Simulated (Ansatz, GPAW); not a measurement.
**CoO: 3 runs at one level of theory**

```
CELL_PARAMETERS angstrom
1.50547 0.86918 2.43993
-1.50547 0.86918 2.43993
0.00000 -1.73837 2.43993
ATOMIC_POSITIONS crystal
O 0.50000 0.50000 0.50000
Co 0.00000 0.00000 0.00000
```

The cell is a database's computed one, not the measured one.

Alike in all runs: task single point; functional LDA; k mesh 11 × 11 × 11; occupations gaussian, width 0.05 eV; collinear spin, ferromagnetic start; no spin-orbit coupling. LDA stands for any of its common fits. Pressure is positive in compression and, in plane waves, holds the error of the finite cutoff, which Ansatz's Pulay term estimates and takes out.

| program and potentials | plane-wave cutoff (eV) | notes | pressure (GPa) | net moment per atom (μB) |
| --- | --- | --- | --- | --- |
| Ansatz, Ansatz PAW | 420 | potentials made for PBE, which Ansatz adapts in part; 11.5 valence electrons an atom on average; Pulay term of +0.99 GPa included | -18.05 | 1.43 |
| Ansatz, all-electron LAPW, scalar-relativistic | - | - | -18.15 | 1.42 |
| GPAW, the program's PAW data sets (release 1.2.1) made for this functional | 800 | 7.5 valence electrons an atom on average | -17.37 | 1.42 |

The pressure spans -18.15 (Ansatz, all-electron LAPW, scalar-relativistic) to -17.37 GPa (GPAW, the program's PAW data sets (release 1.2.1) made for this functional), with all-electron results at -18.15. The net moment per atom spans 1.42 (GPAW, the program's PAW data sets (release 1.2.1) made for this functional) to 1.43 μB (Ansatz, Ansatz PAW), with all-electron results at 1.42. The cell lies far from this level's equilibrium. The state is the one that the start led to, which needn't be the lowest.

The functional is the same throughout but for its coding, so the spread measures potentials, basis and numerics; runs on potential files found faulty are left out.
